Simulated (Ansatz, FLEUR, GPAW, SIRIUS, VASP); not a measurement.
# AlN: 5 runs at one level of theory

```
CELL_PARAMETERS angstrom
0.00000 2.18399 2.18399
2.18399 0.00000 2.18399
2.18399 2.18399 0.00000
ATOMIC_POSITIONS crystal
Al 0.00000 0.00000 0.00000
N 0.25000 0.25000 0.25000
```

Measurements of this composition are mostly on another form, of space group No. 186.

Alike in all runs: task equation of state; functional PBEsol; k mesh 10 × 10 × 10; occupations fermi-dirac, width 0.05 eV; no spin polarisation; no spin-orbit coupling.

```csv
program and potentials,plane-wave cutoff (eV),notes,equilibrium volume (Å³/atom),bulk modulus (GPa)
"SIRIUS, PseudoDojo 0.4.1 PBEsol standard (scalar relativistic)",1152,-,?,?
"FLEUR, all-electron, FLAPW",-,-,10.48,200.2
"Ansatz, all-electron LAPW, scalar-relativistic",-,-,10.48,200.3
"GPAW, PAW data sets generated for this functional",800,-,10.56,200.3
"VASP, PBE PAW files Al, N, 520 eV",520,potentials made for PBE,10.49,201.6
```

Estimate from the other rows what the run with SIRIUS, PseudoDojo 0.4.1 PBEsol standard (scalar relativistic) gave.

Equilibrium volume 10.48 Å³/atom; bulk modulus 200.8 GPa. The other rows, which needn't bracket it: equilibrium volume 10.48 to 10.56; bulk modulus 200.2 to 201.6.
